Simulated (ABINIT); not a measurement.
# GaN (P6_3mc) in ABINIT: a series of runs, part 2 of 2

ABINIT 10.8.3 (patched build). Earlier steps stand in the parts before.

## Step 4: Relaxation of cell and atoms, PBEsol

run.abi reads:

```
# Pseudopotentials
pp_dirpath "./"
pseudos "Ga.upf, N.upf"

# Structure
acell 6.0093290763 6.0093290763 9.7623251598
rprim
     1.0000000000     0.0000000000     0.0000000000
    -0.5000000000     0.8660254038     0.0000000000
     0.0000000000     0.0000000000     1.0000000000
ntypat 2
znucl 31 7
natom 4
typat 1 1 2 2
chkprim 0
chksymtnons 0
tolsym 1.0e-6
xred
            2/3            1/3            1/2
            1/3            2/3            0.0
            2/3            1/3            7/8
            1/3            2/3            3/8

# Plane-wave basis
ecut 36.0
ecutsm 0.5

# k points
kptopt 1
ngkpt 8 8 4
nshiftk 1
shiftk 0.0 0.0 0.0

# Exchange and correlation
ixc -116133

# Bands and occupations
nband 22
occopt 3
tsmear 0.05 eV

# SCF cycle
nstep 80
tolvrs 1.0e-12

# Output
iomode 3
prteig 0
prtebands 0
prtwf 0
prtden 0

# Relaxation
ionmov 22
optcell 2
ntime 50
tolmxf 2.0e-5
dilatmx 1.08
```

Potentials or basis: PseudoDojo NC SR PBEsol v0.4.1 standard.

Run with:

```sh
> abinit run.abi > log 2>&1
```

run.abo:

```text
.Version 10.8.3 of ABINIT
 Symmetries : space group P6_3 m c (#186); Bravais hP (primitive hexag.)
================================================================================
 Values of the parameters that define the memory need of the present run
     intxc =       0    ionmov =      22      iscf =       7    lmnmax =       6
     lnmax =       6     mgfft =      60  mpssoang =       3    mqgrid =    3001
     natom =       4  nloc_mem =       1    nspden =       1   nspinor =       1
    nsppol =       1      nsym =      12    n1xccc =    2501    ntypat =       2
    occopt =       3   xclevel =       2
       mpw =        3988          nfft =       77760          nkpt =          30
================================================================================
================================================================================

--------------------------------------------------------------------------------
------------- Echo of variables that govern the present computation ------------
--------------------------------------------------------------------------------
 -outvars: echo values of preprocessed input variables --------
            acell      6.0093290763E+00  6.0093290763E+00  9.7623251598E+00 Bohr
              amu      6.97230000E+01  1.40067400E+01
          chkprim           0
      chksymtnons           0
          dilatmx      1.08000000E+00
             ecut      3.60000000E+01 Hartree
[... 947 lines left out ...]
     2        0.000000000000      0.000000000000     -0.000828319495
     3        0.000000000000      0.000000000000      0.000828319495
     4        0.000000000000      0.000000000000      0.000828319495

 Cartesian components of stress tensor (hartree/bohr^3)
  sigma(1 1)= -3.39109116E-10  sigma(3 2)=  0.00000000E+00
  sigma(2 2)= -3.39925220E-10  sigma(3 1)=  0.00000000E+00
  sigma(3 3)= -3.38701004E-08  sigma(2 1)=  0.00000000E+00

-Cartesian components of stress tensor (GPa)         [Pressure=  3.3882E-04 GPa]
- sigma(1 1)= -9.97693464E-06  sigma(3 2)=  0.00000000E+00
- sigma(2 2)= -1.00009453E-05  sigma(3 1)=  0.00000000E+00
- sigma(3 3)= -9.96492758E-04  sigma(2 1)=  0.00000000E+00

== END DATASET(S) ==============================================================
================================================================================

 -outvars: echo values of variables after computation  --------
            acell      6.0166984703E+00  6.0166984704E+00  9.8004613113E+00 Bohr
           etotal     -1.7345976051E+02
            fcart     -7.1604591427E-28 -4.1340930135E-28 -2.6111859170E-07
                       7.1604591427E-28  4.1340930135E-28 -2.6111859170E-07
                      -0.0000000000E+00 -0.0000000000E+00  2.6111859170E-07
                      -0.0000000000E+00 -0.0000000000E+00  2.6111859170E-07
            rprim      1.0000000000E+00  0.0000000000E+00  0.0000000000E+00
                      -4.9999999999E-01  8.6602540379E-01  0.0000000000E+00
                       0.0000000000E+00  0.0000000000E+00  1.0000000000E+00
           strten     -3.3910911579E-10 -3.3992521992E-10 -3.3870100433E-08
                       0.0000000000E+00  0.0000000000E+00  0.0000000000E+00
           xangst      1.5919498566E+00  9.1911267826E-01  2.5887945747E+00
                       3.9493995890E-17  1.8382253565E+00 -4.2958146440E-03
                       1.5919498566E+00  9.1911267826E-01  4.5422039960E+00
                       3.9493995890E-17  1.8382253565E+00  1.9491136067E+00
             xred      6.6666666667E-01  3.3333333333E-01  4.9917168050E-01
                       3.3333333333E-01  6.6666666667E-01 -8.2831949507E-04
                       6.6666666667E-01  3.3333333333E-01  8.7582831950E-01
                       3.3333333333E-01  6.6666666667E-01  3.7582831950E-01
 Calculation completed.
```

It took 9.7 min on 1 thread of Arm Neoverse V1, shared host; peak memory 0.12 GiB.

What came out:

```
Free energy                            : -4720.0805 eV
Relaxed volume                         : 11.38 Å³/atom
Relaxed cell                           : a = 3.184 Å, b = 3.184 Å, c = 5.186 Å, α = 90.00°, β = 90.00°, γ = 120.00°
Space group after relaxing (to 0.05 Å) : P6_3mc (No. 186)
Energy gained by relaxing              : 0.7 meV/atom
Ionic steps                            : 7
Pressure after relaxing                : 0.0 GPa
Band gap on the k mesh                 : 1.91 eV, direct
```

The path:
```csv
step,energy change (eV),largest force (eV/Å),pressure (GPa),volume (Å³)
1,0.0000,0.1332,1.23,45.24
2,-0.0021,0.0750,0.46,45.41
3,-0.0027,0.0065,0.20,45.48
4,-0.0027,0.0008,0.08,45.51
5,-0.0027,0.0009,0.02,45.53
6,-0.0027,0.0005,-0.01,45.53
7,-0.0027,0.0000,0.00,45.53
```

Final structure:
```cif
data_structure
_symmetry_space_group_name_H-M 'P 1'
_symmetry_Int_Tables_number 1
_cell_length_a 3.1839
_cell_length_b 3.1839
_cell_length_c 5.1862
_cell_angle_alpha 90.000
_cell_angle_beta 90.000
_cell_angle_gamma 120.000
_cell_volume 45.53
loop_
_atom_site_label
_atom_site_type_symbol
_atom_site_fract_x
_atom_site_fract_y
_atom_site_fract_z
_atom_site_occupancy
Ga1 Ga 0.66667 0.33333 0.49917 1
Ga2 Ga 0.33333 0.66667 0.99917 1
N1 N 0.66667 0.33333 0.87583 1
N2 N 0.33333 0.66667 0.37583 1
```

## Step 5: Single point, PBEsol (cell relaxed)

run.abi reads:

```
# Pseudopotentials
pp_dirpath "./"
pseudos "Ga.upf, N.upf"

# Structure
acell 6.0166984791 6.0166984781 9.800461307
rprim
     1.0000000000     0.0000000000     0.0000000000
    -0.5000000001     0.8660254037     0.0000000000
     0.0000000000     0.0000000000     1.0000000000
ntypat 2
znucl 31 7
natom 4
typat 1 1 2 2
xred
     0.6666666700     0.3333333300     0.4991716800
     0.3333333300     0.6666666700    -0.0008283200
     0.6666666700     0.3333333300     0.8758283200
     0.3333333300     0.6666666700     0.3758283200
chkprim 0
chksymtnons 0
tolsym 1.0e-6

# Plane-wave basis
ecut 36.0

# k points
kptopt 1
ngkpt 8 8 4
nshiftk 1
shiftk 0.0 0.0 0.0

# Exchange and correlation
ixc -116133

# Bands and occupations
nband 22
occopt 3
tsmear 0.05 eV

# SCF cycle
nstep 100
tolvrs 1.0e-10

# Output
iomode 3
prtwf 0
prtden 0
prteig 0
prtebands 0
enunit 2
```

Run with:

```sh
> abinit run.abi > log 2>&1
```

Run time: 90 s. Hardware: 1 thread of Arm Neoverse V1, shared host; peak memory 0.1 GiB.

It converged, with:

| Quantity | Value |
| --- | --- |
| Free energy | -4720.0865 eV |
| Pressure | -2.1 GPa |
| Band gap on the k mesh | 1.91 eV, direct |
| Valence electrons inside the program's atomic spheres | Ga 10.89; N 5.24 |

Levels at points of the mesh, in eV from the valence-band top:
| k point | band 16 | band 17 | band 18 | band 19 | band 20 | band 21 |
| --- | --- | --- | --- | --- | --- | --- |
| (0.00, 0.00, 0.00) | -0.04 | 0.00 | 0.00 | 1.91 | 4.23 | 9.12 |
| (0.50, 0.00, 0.00) | -2.77 | -2.24 | -1.01 | 4.97 | 5.53 | 5.97 |
| (0.00, 0.00, 0.50) | -0.54 | -0.54 | -0.54 | 4.23 | 4.23 | 8.40 |
| (0.50, 0.00, 0.50) | -1.96 | -1.91 | -1.91 | 4.33 | 4.33 | 7.72 |

## Step 6: Overview

```csv
task,level,potentials or basis,cell,cell freedom (optcell),optimiser (ionmov),cutoff smearing ecutsm (Ha),force stop (Ha/bohr),gap on the mesh (eV),pressure (GPa),largest force (eV/Å)
single point,LDA,PseudoDojo NC SR LDA v0.4.1 standard,as given,-,-,-,-,2.01,-,0.13
single point,PBEsol,PseudoDojo NC SR PBEsol v0.4.1 standard,as given,-,-,-,-,1.95,-0.9,0.13
relaxation of cell and atoms,PBEsol,PseudoDojo NC SR PBEsol v0.4.1 standard,relaxed,2,22,0.5,2e-05,1.91,0.0,-
single point,PBEsol,PseudoDojo NC SR PBEsol v0.4.1 standard,cell relaxed,-,-,-,-,1.91,-2.1,-
```

Alike in all rows: no spin polarisation; k mesh 8 × 8 × 4; cutoff (eV) 980; smearing fermi-dirac 0.05 eV.

Absolute energies hang on the potentials; compare differences alone.

## Step 7: Comparison with measurements

Step 2. A measured gap of GaN is 3.503 eV (direct; quoted in “Studying electronic properties in GaN without electrical contacts using γ-γ vs e−-γ Perturbed Angular Correlations”, 2019, pmc:6823545); the calculated 2.01 eV misses it by -1.49 eV. Spin-orbit coupling on Ga is left out. The value is that of LDA, without temperature or zero-point motion. Semilocal functionals fall short of measured gaps as a rule.

Step 3. A measured gap of GaN is 3.503 eV (direct; quoted in “Studying electronic properties in GaN without electrical contacts using γ-γ vs e−-γ Perturbed Angular Correlations”, 2019, pmc:6823545); the calculated 1.95 eV misses it by -1.55 eV. Spin-orbit coupling on Ga is left out. The value is that of PBEsol, without temperature or zero-point motion. Semilocal functionals fall short of measured gaps as a rule.
